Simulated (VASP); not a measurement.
# Na: electric field gradients with PBEsol+D4

Crystal: Na.

```
Na
1.0
     4.28200    0.00000    0.00000
     0.00000    4.28200    0.00000
     0.00000    0.00000    4.28200
Na
2
Direct
  0.00000 0.00000 0.00000
  0.50000 0.50000 0.50000
```

```json
{
  "Program": "VASP 6.6.1",
  "Task": "electric field gradients",
  "Functional": "PBEsol",
  "Dispersion": "D4",
  "Potentials or basis": "VASP PAW PBE potentials, release 64 (Na_pv)",
  "Cutoff": "520 eV",
  "k mesh": "6 × 6 × 6",
  "Occupations": "methfessel-paxton, width 0.1 eV",
  "Spin": "no spin polarisation",
  "Further INCAR settings": "ALGO = Normal; EDIFF = 1e-08"
}
```

| Item | Value |
| --- | --- |
| Pressure | -0.6 GPa |
| Band gap on the k mesh | none (metal or under the smearing width) |
| Dispersion energy per atom | -0.007 eV |

Levels at points of the mesh, in eV from the Fermi level:
| k point | band 3 | band 4 | band 5 | band 6 | band 7 | band 8 | band 9 | band 10 | band 11 |
| --- | --- | --- | --- | --- | --- | --- | --- | --- | --- |
| (0.00, 0.00, 0.00) | -24.86 | -24.84 | -24.84 | -24.84 | -3.17 | 4.41 | 4.41 | 4.69 | 4.69 |
| (0.50, 0.00, 0.00) | -24.85 | -24.85 | -24.85 | -24.85 | -1.09 | -1.09 | 6.46 | 6.46 | 6.50 |
| (0.50, 0.50, 0.00) | -24.85 | -24.85 | -24.84 | -24.84 | 0.73 | 0.73 | 1.16 | 1.16 | 7.96 |
| (0.50, 0.50, 0.50) | -24.86 | -24.86 | -24.86 | -24.86 | 2.62 | 2.62 | 2.62 | 2.62 | 2.62 |

Electric field gradients, principal values (V/Å²):
```csv
atom,Vxx,Vyy,Vzz
1 Na,0.000,0.000,0.000
2 Na,0.000,0.000,0.000
```

Run time: 8.6 s on 1 thread of AMD EPYC 7R13 Processor (Zen 3), on a shared host, peak memory 0.13 GiB.

Caveat: the PAW data sets were made with another functional, which shifts forces and pressure a little; pairwise dispersion overbinds metals, which lowers pressure and volume.
